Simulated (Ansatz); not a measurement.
# Cu (Fm-3m) in Ansatz: notebook

Aim: see how the results for Cu move with the level of theory and the settings. Levels: PBE exchange only, RPBE+D4+U. Tasks: projected density of states, density of states.

Program: Ansatz 0.2.0. These are calculated values, not measurements. Logs are shortened: lines on timing, memory, paths and dates and some standing lists are left out, and cuts for length are marked.

## (1) The structure

The structure is cubic, space group Fm-3m (No. 225). The conventional cell has a = 3.615 Å, b = 3.615 Å, c = 3.615 Å, α = 90.00°, β = 90.00°, γ = 90.00°. Around Cu (site symmetry m-3m) lie 12 Cu at 2.56 Å.

## (2) Projected density of states, PBE exchange only, spin-orbit coupling, no magnetisation

input.yaml

```yaml
crystal:
  lattice:
    - [0.0, 1.8075, 1.8075]
    - [1.8075, 0.0, 1.8075]
    - [1.8075, 1.8075, 0.0]
  atoms:
    - { symbol: Cu, position: [0.0, 0.0, 0.0] }
kpoints:
  mp_grid: { grid: [10, 10, 10] }
  band_path:
    path:
      - [0.0, 0.0, 0.0]
      - [0.5, 0.0, 0.5]
      - [0.5, 0.25, 0.75]
      - [0.375, 0.375, 0.75]
      - [0.0, 0.0, 0.0]
      - [0.5, 0.5, 0.5]
      - [0.625, 0.25, 0.625]
      - [0.5, 0.25, 0.75]
    npoints: 12
scf:
  occupations: { method: fermi_dirac, width: 0.05 }
hamiltonian:
  xc: { exchange: pbe, correlation: none }
  pseudopotentials:
    kind: all_electron
    lapw: { basis_error: 0.001, muffin_tin_radii: { Cu: 0.895 } }
magnetization:
  noncollinear: true
  spin_orbit: true
output:
  forces: true
  stress: true
  eigenvalues: true
  fatbands: true
  dos: { projected: true, de: 0.1, e_range: [-20, 8] }
  populations: true
```

Potentials or basis: all-electron LAPW, relativistic spinors.

Command:

```console
> ansatz run input.yaml --threads 1 --pin off --max-ram 3072MiB --backend cpu --events-out ev --progress --plain --runs-dir out
```

Log:

```text
Warning: RAYON_NUM_THREADS=1 ignored (pool sized by the plan → 1); use --threads N
Cu: projections on atomic orbitals take those of the free atom 1s2 2s2 2p6 3s2 3p6 3d10 4s1, of charge +0.00 (hamiltonian.pseudopotentials.projection_atoms)
LAPW: plane waves up to 13.187 Å⁻¹, error target 1.0e-3 eV per atom; Dirac's equation on spinors; Cu in spheres of 0.895 Å, 19 of its electrons in bands (how accurate: hamiltonian.pseudopotentials.lapw.basis_error, Limitations)
Engine: ansatz 0.2.0, x86_64-unknown-linux-gnu
Pseudopotentials: kind: all_electron
Pseudopotential: Cu, LAPW, valence charge 19, lapw/all_electron/dirac/gaussian/Cu, Dirac's equation, gaussian nucleus
Functional definition: unnamed
  exchange = pbe_x
  correlation = 0
non-collinear run that drives no moment, with spin-orbit: no starting moment large enough to seed its density (crystal.atoms[].spin), no starting occupations that ask for one, no magnetisation constraint and no magnetic field, so the semilocal B_xc is pinned to zero
Crystal: 1 atoms, lattice volume = 11.810 Å³
Basis set: ecut = 662.5765580661897 eV, 459 PW (Γ), exchange–correlation at level 2
Bands: 28, of which v1, the nominal top of the filled ones, is band 19 counted from 1 (18 counted from 0)
Symmetry: 48 space group operations + 48 with time reversal
Magnetic group: BNS 225.117 (UNI 1619), of the structure as read, at distance tolerance 2.3e-5 Å
k-points: 47 of 1000
Non-local potential: Cu, projectors of the file, none
Initial density: superposition of atomic densities (chi_scale 0.1, normalization cell)
Initial wavefunctions: plane waves of lowest kinetic energy (no species holds an atomic orbital)
Functional: x = pbe(κ = 0.804, μ = 0.2195149727645171), c = none
iter 1 solved again at ethr=5.31e-3 eV; its pass at ethr=1.00e-1 eV (dr2=1.01e0 eV) is discarded
SCF iter   1: F=—  HF=-44998.262461 eV  |F-HF|=—  |Δ(HF+E_count)|=         —  Δρ=1.07e-1  dr2=1.01e0  dr2_m=0.00e0 (ungated)  ethr=5.31e-3  |M|=0.00e0 ∫|m|=0.00e0 μB  β_m=0.30  ⟨swp⟩=2.0  Hψ=8164  notcnv=0
preconditioner: auto → none  [insulator: Δε(μ)=0.159 eV  Ē_g=16.172 eV  σ=0.050 eV  W_gap=0.54  n_scr=0 (ndim 8)  ℏωp=35.8 eV  f_vac=0.000  D(μ)=0.70/eV (n_scr^D=8)  ε∞_Penn≈5.9]
iter 2 solved again at ethr=1.08e-4 eV; its pass at ethr=5.31e-3 eV (dr2=2.06e-2 eV) is discarded
SCF iter   2: F=—  HF=-44997.788768 eV  |F-HF|=—  |Δ(HF+E_count)|=   4.74e-1  Δρ=1.77e-2  dr2=2.06e-2  dr2_m=0.00e0 (ungated)  ethr=1.08e-4  |M|=0.00e0 ∫|m|=0.00e0 μB  β_m=0.26  ⟨swp⟩=2.0  Hψ=6394  notcnv=0
SCF iter   3: F=—  HF=-44997.645728 eV  |F-HF|=—  |Δ(HF+E_count)|=   1.43e-1  Δρ=1.57e-2  dr2=2.27e-2  dr2_m=0.00e0 (ungated)  ethr=1.08e-4  |M|=0.00e0 ∫|m|=0.00e0 μB  β_m=0.47  ⟨swp⟩=3.0  Hψ=4158  notcnv=0
SCF iter   4: F=—  HF=-44997.633989 eV  |F-HF|=—  |Δ(HF+E_count)|=   1.17e-2  Δρ=3.85e-3  dr2=1.33e-3  dr2_m=0.00e0 (ungated)  ethr=1.08e-4  |M|=0.00e0 ∫|m|=0.00e0 μB  β_m=0.67  ⟨swp⟩=2.0  Hψ=3676  notcnv=0
SCF iter   5: F=—  HF=-44997.633705 eV  |F-HF|=—  |Δ(HF+E_count)|=   2.85e-4  Δρ=2.49e-4  dr2=3.88e-6  dr2_m=0.00e0 (ungated)  ethr=7.00e-6  |M|=0.00e0 ∫|m|=0.00e0 μB  β_m=0.81  ⟨swp⟩=2.0  Hψ=3348  notcnv=0
SCF iter   6: F=-44997.633710 eV  HF=-44997.633710 eV  |F-HF|=3.77e-8  |Δ(HF+E_count)|=   5.75e-6  Δρ=2.35e-5  dr2=4.03e-8  dr2_m=0.00e0 (ungated)  ethr=2.04e-8  |M|=0.00e0 ∫|m|=0.00e0 μB  ⟨swp⟩=3.0  Hψ=3606  notcnv=0
SCF 1 converged in 6 iterations: F = -44997.633710 eV  dr2 = 4.03e-8
NSCF: frozen V_eff on 85 k-points
SCF converged after 6 iterations
Magnetization: |M| = 0.0000 μB,  M = (+0.0000, +0.0000, +0.0000) μB
Absolute magnetization: 0.0000 μB (∫|m|)
  site 0: m = (+0.0000, +0.0000, +0.0000) μB, |m| = 0.0000 μB  (R = 0.90 Å)
Free energy (F): -44997.633710 eV
Harris-Foulkes:  -44997.633710 eV  (|F-HF|=3.77e-8)
Internal energy: -44997.629398 eV  (E = F + TS)
E sigma→0 (E₀):  -44997.631554 eV
Entropy (-TS):   -0.004312 eV (-4.312 meV/atom)
Fermi energy:    18.247313 eV
--- Per-component energies (eV) ---
  E_band       = -329.829645
  E_kinetic    = 45815.951736
  E_xc         = -1802.445527
  E_electrostatic = -89011.135607  (all electrons and nuclei)
  E_smearing   = -0.004312  (= −TS)
  E_closure    = 0.000000  (closes the sum)
  E_atoms      = -44995.540092  (free atoms, spherical and without spin; not in F)
  Σ components = -44997.633710   (vs F -44997.633710, Δ=0.00e0)
  Basis errors (estimates in eV, not in F): energy 4.4e-4 per atom: plane waves 4.3e-4 (2.6e-4 summed), levels above the bands 7.3e-178, relativity 1.8e-7, radial functions 3.3e-6, core shells 1.6e-6; eigenvalues (radial functions only) 1.5e-5; not estimated: angular momenta, meshes, grids; target (lapw.basis_error) 1.0e-3; muffin-tin radii Cu 0.895 Å
--- Forces (eV/Å), atoms counted from 1 ---
  atom   1  Cu    -0.00000000    -0.00000000     0.00000000
  max |Σ_I F_I| component: 1.11e-27 eV/Å
--- Stress (GPa, compression-positive) ---
       23.568726      -0.000000       0.000000
       -0.000000      23.568726       0.000000
        0.000000       0.000000      23.568726
  P = ⅓ Tr σ = 23.5687 GPa (235.687 kbar)
--- Band table (eV; the first three rows and the last of 47) ---
  k-point 0: bands = ["-94.1342", "-94.1342", "-53.2737", "-53.2737", "-50.6686", "-50.6686", "-50.6686", "-50.6686", "8.9554", "8.9554", "15.1848", "15.1848", "15.1848", "15.1848", "15.3711", "15.3711", "16.1108", "16.1108", "16.1108", "16.1108", "41.1647", "41.1647", "43.2538", "43.2538", "43.5657", "43.5657", "43.5657", "43.5657"]
  k-point 1: bands = ["-94.1328", "-94.1328", "-53.2778", "-53.2778", "-50.6764", "-50.6764", "-50.6702", "-50.6702", "9.3185", "9.3185", "15.1474", "15.1474", "15.2358", "15.2358", "15.4133", "15.4133", "16.0744", "16.0744", "16.1031", "16.1031", "38.4604", "38.4604", "41.7991", "41.7991", "42.5103", "42.5103", "42.6532", "42.6532"]
  k-point 2: bands = ["-94.1293", "-94.1293", "-53.2885", "-53.2885", "-50.6969", "-50.6969", "-50.6745", "-50.6745", "10.3603", "10.3603", "15.0231", "15.0231", "15.3021", "15.3021", "15.5273", "15.5273", "16.0580", "16.0580", "16.1593", "16.1593", "33.2735", "33.2735", "41.3658", "41.3658", "41.4113", "41.4113", "41.5342", "41.5342"]
  k-point 46: bands = ["-94.1154", "-94.1154", "-53.3302", "-53.3302", "-50.7463", "-50.7463", "-50.7220", "-50.7220", "14.0577", "14.0577", "14.4231", "14.4231", "15.1656", "15.1656", "16.1384", "16.1384", "16.8327", "16.8327", "23.1967", "23.1967", "25.9996", "25.9996", "26.2560", "26.2560", "27.6193", "27.6193", "43.8013", "43.8013"]
--- Löwdin populations: 1 site ---
  site symbol       q [e]
     0     Cu     28.8463
  spilling = 0.005301 (of n_electrons = 29.000000)
```

bands.tsv:

```text
[... 99 lines left out ...]
```

It took 67 s on 1 thread of Intel Xeon Platinum 8259CL at 2.50GHz (Skylake/Cascade Lake), shared host; peak memory 0.44 GiB.

What came out:

| Quantity | Value |
| --- | --- |
| Free energy | -44997.6337 eV |
| Pressure | 23.6 GPa |
| Band gap along the path | none (metal or under the smearing width) |

Levels at the corners of the path, in eV from the Fermi level:
```tsv
point	band 16	band 17	band 18	band 19	band 20	band 21
Γ	-2.88	-2.14	-2.14	-2.14	-2.14	22.92
X	-1.48	-1.33	-1.33	1.58	1.58	7.17
W	-2.19	-1.42	-1.42	6.24	6.24	6.35
K	-2.02	-1.61	-1.61	4.43	4.43	5.82
Γ	-2.88	-2.14	-2.14	-2.14	-2.14	22.92
L	-1.62	-1.51	-1.51	-0.86	-0.86	3.77
U	-2.02	-1.61	-1.61	4.43	4.43	5.82
W	-2.19	-1.42	-1.42	6.24	6.24	6.35
```

States per cell in windows of 0.5 eV (zero at the Fermi level; states under -8 eV left out):
```
from (eV)  total  Cu1 3d j=2.5  Cu1 3d j=1.5  Cu1 4s j=0.5  Cu1 3s j=0.5  Cu1 3p j=1.5  Cu1 3p j=0.5
     -8.0   0.05          0.00          0.00          0.05          0.00          0.00          0.00
     -7.5   0.06          0.00          0.00          0.06          0.00          0.00          0.00
     -7.0   0.08          0.00          0.00          0.07          0.00          0.00          0.00
     -6.5   0.10          0.01          0.01          0.08          0.00          0.00          0.00
     -6.0   0.14          0.02          0.02          0.09          0.00          0.00          0.00
     -5.5   0.26          0.08          0.06          0.12          0.00          0.00          0.00
     -5.0   0.57          0.25          0.20          0.12          0.00          0.00          0.00
     -4.5   0.99          0.49          0.44          0.06          0.00          0.00          0.00
     -4.0   1.05          0.53          0.50          0.01          0.00          0.00          0.00
     -3.5   1.80          0.83          0.89          0.05          0.00          0.00          0.00
     -3.0   1.54          0.96          0.53          0.03          0.00          0.00          0.00
     -2.5   1.70          1.12          0.54          0.03          0.00          0.00          0.00
     -2.0   1.94          1.29          0.63          0.02          0.00          0.00          0.00
     -1.5   0.26          0.15          0.06          0.04          0.00          0.00          0.00
     -1.0   0.18          0.07          0.03          0.06          0.00          0.00          0.00
     -0.5   0.18          0.05          0.02          0.07          0.00          0.00          0.00
      0.0   0.15          0.03          0.02          0.06          0.00          0.00          0.00
      0.5   0.14          0.02          0.01          0.06          0.00          0.00          0.00
      1.0   0.14          0.02          0.01          0.06          0.00          0.00          0.00
      1.5   0.14          0.01          0.01          0.05          0.00          0.00          0.00
      2.0   0.12          0.01          0.00          0.04          0.00          0.00          0.00
      2.5   0.10          0.01          0.00          0.03          0.00          0.00          0.00
      3.0   0.10          0.00          0.00          0.02          0.00          0.00          0.00
      3.5   0.08          0.00          0.00          0.02          0.00          0.00          0.00
      4.0   0.10          0.00          0.00          0.05          0.00          0.00          0.00
      4.5   0.12          0.00          0.00          0.05          0.00          0.00          0.00
      5.0   0.14          0.00          0.00          0.06          0.00          0.00          0.00
      5.5   0.16          0.00          0.00          0.05          0.00          0.00          0.00
      6.0   0.14          0.00          0.00          0.03          0.00          0.00          0.00
      6.5   0.12          0.00          0.00          0.02          0.00          0.00          0.00
```

Caveat: the k mesh is thin for a metal, which can move the energy by tens of meV per atom; so large a pressure means that the cell lies far from this level's equilibrium, or that cutoff or potentials fall short.

## (3) Density of states, RPBE+D4+U, collinear spin, random start

input.yaml

```yaml
crystal:
  lattice:
    - [0.0, 1.8075, 1.8075]
    - [1.8075, 0.0, 1.8075]
    - [1.8075, 1.8075, 0.0]
  atoms:
    - { symbol: Cu, position: [0.0, 0.0, 0.0], spin: 0.12 }
kpoints:
  mp_grid: { grid: [13, 13, 13] }
scf:
  occupations: { method: cold, width: 0.1 }
hamiltonian:
  xc: rpbe
  dispersion: d4
  pseudopotentials:
    kind: all_electron
    lapw: { basis_error: 0.001 }
    relativity: none
  hubbard:
    sites: [{ species: Cu, l: d, u_eff: 7 }]
    double_counting: amf
    projectors: atomic
magnetization:
  spin_polarized: true
output:
  forces: true
  stress: true
  eigenvalues: true
  dos: { projected: false, de: 0.2, e_range: [-14, 6] }
  hubbard: {}
```

Potentials or basis: all-electron LAPW, non-relativistic.

Command:

```console
> ansatz run input.yaml --threads 1 --pin off --max-ram 3072MiB --backend cpu --events-out ev --progress --plain --runs-dir out
```

It took 26 s on 1 thread of Intel Xeon Platinum 8259CL at 2.50GHz (Skylake/Cascade Lake), shared host; peak memory 0.45 GiB.

It converged, with:

```
Free energy            : -44644.3108 eV
Pressure               : -3.4 GPa
Band gap on the k mesh : none (metal or under the smearing width)
Net moment             : 0.00 μB per cell
Absolute moment        : 0.00 μB per cell
```

Levels at points of the mesh, in eV from the Fermi level:
Spin up:
```csv
k point,band 6,band 7,band 8,band 9,band 10,band 11,band 12,band 13,band 14
"(0.00, 0.00, 0.00)",-3.33,-3.33,-3.33,-2.55,-2.55,22.29,25.14,25.14,25.14
```
Spin down:
| k point | band 7 | band 8 | band 9 | band 10 | band 11 | band 12 | band 13 | band 14 |
| --- | --- | --- | --- | --- | --- | --- | --- | --- |
| (0.00, 0.00, 0.00) | -3.33 | -3.33 | -2.55 | -2.55 | 22.29 | 25.14 | 25.14 | 25.14 |

States per cell in windows of 1 eV (zero at the Fermi level; states under -8 eV left out):
```csv
from (eV),up,down
-8.0,0.06,0.06
-7.0,0.10,0.10
-6.0,0.30,0.30
-5.0,0.96,0.96
-4.0,1.63,1.63
-3.0,1.75,1.75
-2.0,0.52,0.52
-1.0,0.16,0.16
0.0,0.14,0.14
1.0,0.13,0.13
2.0,0.10,0.10
3.0,0.08,0.08
4.0,0.12,0.12
5.0,0.14,0.14
```

Caveat: pairwise dispersion overbinds metals, which lowers pressure and volume; the U is typed as a test and isn't derived for this compound; the starting moments weren't kept.
